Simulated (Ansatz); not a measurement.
Space group P6_3/mmc (No. 194). a = 3.352 Å, b = 3.352 Å, c = 5.286 Å, α = 90.00°, β = 90.00°, γ = 120.00°
| atom | site | symmetry | x | y | z |
| --- | --- | --- | --- | --- | --- |
| Hg | 2c | -6m2 | 0.6667 | 0.3333 | 0.7500 |

Equation of state of this Hg structure (not necessarily the ground state), with shape and atoms relaxed at each volume where symmetry leaves them free. It has no gap at any of these volumes. Theory: Ansatz, DFT PBE+D3(BJ), scalar-relativistic, plane waves, PAW.

Cutoff 420 eV; k points 15×15×8 on the computed 2-atom cell (Γ-centred); Gaussian smearing, width 0.10 eV; no spin polarisation.

```
V (Å³/atom) E − E(largest V) (meV/atom) P (GPa)
     22.635                        19.03     3.52
     23.407                         5.04     2.35
     24.179                        -3.85     1.34
     24.950                        -8.41     0.65
     25.722                       -10.19    -0.01
     26.494                        -8.67    -0.53
     27.265                        -5.42    -0.78
     28.294                         0.00    -1.04
```

Fit a third-order Birch–Murnaghan equation to E(V).

V0 = 25.72 Å³/atom, B0 = 17 GPa, B0' = 8.4.

Spin-orbit coupling is left out, which matters for the bands of heavy elements.

This form isn't the element's structure at ambient conditions.